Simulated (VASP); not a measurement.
# Li (Im-3m) in VASP: notebook

Runs on Li. Level: PBE. Tasks: single point.

Everything below comes from runs of VASP 6.6.1. Logs are shortened: lines on timing, memory, paths and dates and some standing lists are left out, and cuts for length are marked.

## Step 1: The crystal as given

It takes space group Im-3m (No. 229, cubic). The conventional cell has a = 3.490 Å, b = 3.490 Å, c = 3.490 Å, α = 90.00°, β = 90.00°, γ = 90.00°. Li (site symmetry m-3m) has 8 Li at 3.02 Å as nearest neighbours.

## Step 2: Single point, PBE

Contents of INCAR:

```
SYSTEM = Li
  PREC = Accurate
  ENCUT = 520
  EDIFF = 1E-7
  ISMEAR = 0
  SIGMA = 0.05
  LREAL = .FALSE.
  LASPH = .TRUE.
  NELM = 100
  ALGO = Fast
  ISIF = 2
  LWAVE = .FALSE.
  LCHARG = .TRUE.
  GGA = PE
  LELF = .TRUE.
  LVHAR = .TRUE.
  NBANDS = 8
```

Contents of KPOINTS:

```
Automatic mesh
0
G
  16 16 16
  0 0 0
```

Contents of POSCAR:

```
Li
1.0
   -1.7450000000      1.7450000000      1.7450000000
    1.7450000000     -1.7450000000      1.7450000000
    1.7450000000      1.7450000000     -1.7450000000
Li
1
Direct
    0.0000000000      0.0000000000      0.0000000000
```

Potentials or basis: VASP PAW PBE potentials, release 64 (Li_sv).

Run with:

```
$ cat potpaw_PBE.64/Li_sv/POTCAR > POTCAR
$ mpirun -np 1 vasp_std > vasp.out
```

OUTCAR:

```text
SYSTEM = Li
   PREC = Accurate
   ENCUT = 520
   EDIFF = 1E-7
   ISMEAR = 0
   LREAL = .FALSE.
   LASPH = .TRUE.
   NELM = 100
   ISIF = 2
   GGA = PE

 ion  position               nearest neighbor table
   1  0.000  0.000  0.000-

  LATTYP: Found a body centered cubic cell.
 ALAT       =     3.4900000000

  Lattice vectors:

 A1 = (  -1.7450000000,   1.7450000000,   1.7450000000)
 A2 = (   1.7450000000,  -1.7450000000,   1.7450000000)
 A3 = (   1.7450000000,   1.7450000000,  -1.7450000000)

Analysis of symmetry for initial positions (statically):
=====================================================================
 Subroutine PRICEL returns:
 Original cell was already a primitive cell.

 Routine SETGRP: Setting up the symmetry group for a
 body centered cubic supercell.

 Subroutine GETGRP returns: Found 48 space group operations
 (whereof 48 operations were pure point group operations)
 out of a pool of 48 trial point group operations.

The static configuration has the point symmetry O_h .

Analysis of symmetry for dynamics (positions and initial velocities):
=====================================================================
 Subroutine PRICEL returns:
 Original cell was already a primitive cell.

 Routine SETGRP: Setting up the symmetry group for a
 body centered cubic supercell.

 Subroutine GETGRP returns: Found 48 space group operations
 (whereof 48 operations were pure point group operations)
 out of a pool of 48 trial point group operations.

The dynamic configuration has the point symmetry O_h .

 Subroutine INISYM returns: Found 48 space group operations
 (whereof 48 operations are pure point group operations),
 and found     1 'primitive' translations

----------------------------------------------------------------------------------------

                                     Primitive cell

  volume of cell :      21.2543

  direct lattice vectors                    reciprocal lattice vectors
    -1.745000000  1.745000000  1.745000000     0.000000000  0.286532951  0.286532951
     1.745000000 -1.745000000  1.745000000     0.286532951  0.000000000  0.286532951
     1.745000000  1.745000000 -1.745000000     0.286532951  0.286532951  0.000000000

  length of vectors
     3.022428659  3.022428659  3.022428659     0.405218786  0.405218786  0.405218786

  position of ions in fractional coordinates (direct lattice)
     0.000000000  0.000000000  0.000000000

  ion indices of the primitive-cell ions
   primitive index   ion index
                 1           1

----------------------------------------------------------------------------------------

 KPOINTS: Automatic mesh

Automatic generation of k-mesh.
 Grid dimensions read from file:
 generate k-points for:   16   16   16

 Generating k-lattice:

  Cartesian coordinates                     Fractional coordinates (reciprocal lattice)
     0.000000000  0.017908309  0.017908309     0.062500000  0.000000000  0.000000000
     0.017908309  0.000000000  0.017908309     0.000000000  0.062500000  0.000000000
     0.017908309  0.017908309  0.000000000     0.000000000  0.000000000  0.062500000

  Length of vectors
     0.025326174  0.025326174  0.025326174

  Shift w.r.t. Gamma in fractional coordinates (k-lattice)
     0.000000000  0.000000000  0.000000000

 Subroutine IBZKPT returns following result:
 ===========================================

 Found    145 irreducible k-points:

 Following reciprocal coordinates:
            Coordinates               Weight
  0.000000  0.000000  0.000000      1.000000
  0.062500  0.000000  0.000000     12.000000
  0.125000  0.000000  0.000000     12.000000
  0.187500  0.000000  0.000000     12.000000
  0.250000  0.000000  0.000000     12.000000
  0.312500  0.000000  0.000000     12.000000
[... 16 lines left out ...]
  0.187500  0.187500  0.000000     24.000000
  0.250000  0.187500  0.000000     48.000000
 [... further k-points ...]
   k-points           NKPTS =    145   k-points in BZ     NKDIM =    145   number of bands    NBANDS=      8
   number of dos      NEDOS =    301   number of ions     NIONS =      1
   total plane-waves  NPLWV =  13824
   dimension x,y,z NGX =    24 NGY =   24 NGZ =   24
   dimension x,y,z NGXF=    48 NGYF=   48 NGZF=   48
   ions per type =               1
   NGX,Y,Z   is equivalent  to a cutoff of  13.20, 13.20, 13.20 a.u.
   NGXF,Y,Z  is equivalent  to a cutoff of  26.40, 26.40, 26.40 a.u.
 SYSTEM =  Li
   PREC   = accura    normal or accurate (medium, high low for compatibility)
   ISTART =      0    job   : 0-new  1-cont  2-samecut
   ICHARG =      2    charge: 1-file 2-atom 10-const
   ISPIN  =      1    spin polarized calculation?
   LNONCOLLINEAR =      F non collinear calculations
   LSORBIT =      F    spin-orbit coupling
   LASPH  =      T    aspherical Exc in radial PAW
   ENCUT  =  520.0 eV  38.22 Ry    6.18 a.u.   5.62  5.62  5.62*2*pi/ulx,y,z
   NELM   =    100;   NELMIN=  2; NELMDL= -5     # of ELM steps
   EDIFF  = 0.1E-06   stopping-criterion for ELM
   LREAL  =      F    real-space projection
   EDIFFG = 0.1E-05   stopping-criterion for IOM
   NSW    =      0    number of steps for IOM
   IBRION =     -1    ionic relax: 0-MD 1-quasi-New 2-CG
   NFREE  =      0    steps in history (QN), initial steepest desc. (CG)
   ISIF   =      2    stress and relaxation
   ISYM   =      2    0-nonsym 1-usesym 2-fastsym
   POTIM  = 0.5000    time-step for ionic-motion
   TEBEG  =    0.0;   TEEND  =   0.0 temperature during run
   PSTRESS=    0.0 pullay stress
   NELECT =       3.0000    total number of electrons
   NUPDOWN=      -1.0000    fix difference up-down
   EMIN   =  10.00;   EMAX   =-10.00  energy-range for DOS
   EFERMI =   0.00;   METHOD = LEGACY
   ISMEAR =     0;   SIGMA  =   0.05  broadening in eV -4-tet -1-fermi 0-gaus
   EFERMI_NEDOS =   21; number of points for ismear=-14 and -15
   IALGO  =     68    algorithm
   IMIX   =      4    mixing-type and parameters
     AMIX     =   0.40;   BMIX     =  1.00
     AMIX_MAG =   1.60;   BMIX_MAG =  1.00
  volume/ion in A,a.u.               =      21.25       143.43
  Fermi-wavevector in a.u.,A,eV,Ry     =   0.852380  1.610764  9.885331  0.726551
  Thomas-Fermi vector in A             =   1.968659
   LORBIT       =      0    0 simple, 1 ext, 2 COOP (PROOUT), +10 PAW based schemes
   GGA     = PE    functional components
   LHFCALC =     F    Hartree Fock is set to
   AEXX    =    0.0000 exact exchange contribution
   IVDW    =     0    specifies the selected vdW correction
   LEPSILON=     F    determine dielectric tensor
   LRPA    =     F    only Hartree local field effects (RPA)
 non-spin polarized calculation
 RMM-DIIS sequential band-by-band and
 Gauss-broadening in eV      SIGMA  =   0.05
  energy-cutoff  :      520.00
  volume of cell :       21.25
 maximum number of plane-waves:       603
   NGX = 11   NGY = 11   NGZ = 11

 number of electron       2.9999990 magnetization

 Free energy of the ion-electron system (eV)
  ---------------------------------------------------
  ext. energy  EPLUGINS =         0.00000000
  ---------------------------------------------------
  free energy    TOTEN  =        -1.90310595 eV

  energy without entropy =       -1.90217854  energy(sigma->0) =       -1.90264224

 E-fermi :   0.4874     XC(G=0):  -6.9302

 val. band max:        0.4628498521   @ k =   0.2500   0.2500   0.0000
 cond. band min:       0.4985962731   @ k =   0.3125   0.1875   0.0000
 fundamental gap:      0.0357464210
 Fermi energy:         0.4874236329

 k-point     1 :       0.0000    0.0000    0.0000
  band No.  band energies     occupation
      1     -46.1189      2.00000
      2      -3.0029      2.00000
      3      14.6113      0.00000
      4      14.6113      0.00000
      5      14.6114      0.00000
      6      19.2870      0.00000
      7      19.2870      0.00000
      8      19.2872      0.00000

 k-point     2 :       0.0625    0.0000    0.0000
  band No.  band energies     occupation
      1     -46.1182      2.00000
      2      -2.9300      2.00000
      3      14.1282      0.00000
      4      14.2503      0.00000
      5      14.4879      0.00000
      6      18.1667      0.00000
      7      18.3520      0.00000
      8      19.5299      0.00000

 k-point     3 :       0.1250    0.0000    0.0000
  band No.  band energies     occupation
      1     -46.1164      2.00000
      2      -2.7120      2.00000
      3      12.7192      0.00000
      4      13.4775      0.00000
      5      14.1373      0.00000
      6      17.1594      0.00000
      7      17.1603      0.00000
      8      19.1406      0.00000

 k-point     4 :       0.1875    0.0000    0.0000
  band No.  band energies     occupation
      1     -46.1138      2.00000
      2      -2.3485      2.00000
      3      10.8376      0.00000
      4      12.6498      0.00000
      5      13.6389      0.00000
      6      16.1194      0.00000
      7      16.7635      0.00000
      8      19.1826      0.00000

 k-point     5 :       0.2500    0.0000    0.0000
  band No.  band energies     occupation
      1     -46.1107      2.00000
      2      -1.8410      2.00000
      3       8.9070      0.00000
      4      11.9104      0.00000
      5      13.1066      0.00000
      6      15.2615      0.00000
      7      16.6620      0.00000
      8      19.5712      0.00000
[... 177 lines left out ...]
 k-point    22 :       0.4375    0.1250   -0.0000
  band No.  band energies     occupation
      1     -46.1021      2.00000
      2       1.0353      0.00000
      3       3.6437      0.00000
      4       9.0403      0.00000
      5      10.9993      0.00000
      6      16.0261      0.00000
      7      17.7536      0.00000
      8      22.3915      0.00000

 k-point    23 :       0.1875    0.1875    0.0000
  band No.  band energies     occupation
      1     -46.1070      2.00000
      2      -1.0388      2.00000
      3       7.7752      0.00000
      4       9.1168      0.00000
      5      11.7055      0.00000
      6      16.8532      0.00000
      7      17.4435      0.00000
      8      20.4679      0.00000

 k-point    24 :       0.2500    0.1875    0.0000
  band No.  band energies     occupation
      1     -46.1046      2.00000
      2      -0.3208      2.00000
      3       6.3081      0.00000
      4       8.4014      0.00000
      5      11.3062      0.00000
      6      17.0018      0.00000
      7      17.7695      0.00000
      8      21.1427      0.00000

 [... further k-points ...]

------------------------ aborting loop because EDIFF is reached ----------------------------------------

  FORCE on cell =-STRESS in cart. coord.  units (eV):
  Direction    XX          YY          ZZ          XY          YZ          ZX
  --------------------------------------------------------------------------------------
  -------------------------------------------------------------------------------------
  Total       -0.0859674     -0.0859674     -0.0859674      0.0000000      0.0000000     -0.0000000
  in kB       -6.4803479     -6.4803479     -6.4803479      0.0000000      0.0000000     -0.0000000
  external PRESSURE =      -6.4803479 kB  Pullay stress =       0.0000000 kB

 VOLUME and BASIS-vectors are now :
 -----------------------------------------------------------------------------
  energy-cutoff  :      520.00
  volume of cell :       21.25
      direct lattice vectors                 reciprocal lattice vectors
    -1.745000000  1.745000000  1.745000000     0.000000000  0.286532951  0.286532951
     1.745000000 -1.745000000  1.745000000     0.286532951  0.000000000  0.286532951
     1.745000000  1.745000000 -1.745000000     0.286532951  0.286532951  0.000000000

 POSITION                                       TOTAL-FORCE (eV/Angst)
 -----------------------------------------------------------------------------------
      0.00000      0.00000      0.00000        -0.000000      0.000000     -0.000000
 -----------------------------------------------------------------------------------
    total drift:                               -0.000000      0.000000     -0.000000

  FREE ENERGIE OF THE ION-ELECTRON SYSTEM (eV)
  ---------------------------------------------------
  free  energy   TOTEN  =        -1.9031059458 eV

  energy  without entropy=       -1.9021785406  energy(sigma->0) =       -1.90264224
```

Wall time 15 s (1 thread of Intel Xeon Platinum 8488C (Sapphire Rapids), shared host); peak memory 0.14 GiB.

Results:

| Quantity | Value |
| --- | --- |
| Free energy | -1.9031 eV |
| Band gap on the k mesh | none (metal or under the smearing width) |

Caveat: the cutoff is under 1.25 times the usual one of these potentials, so pressure, stress and relaxed cells hold a basis-set (Pulay) error.

[end of part 1 of 2]
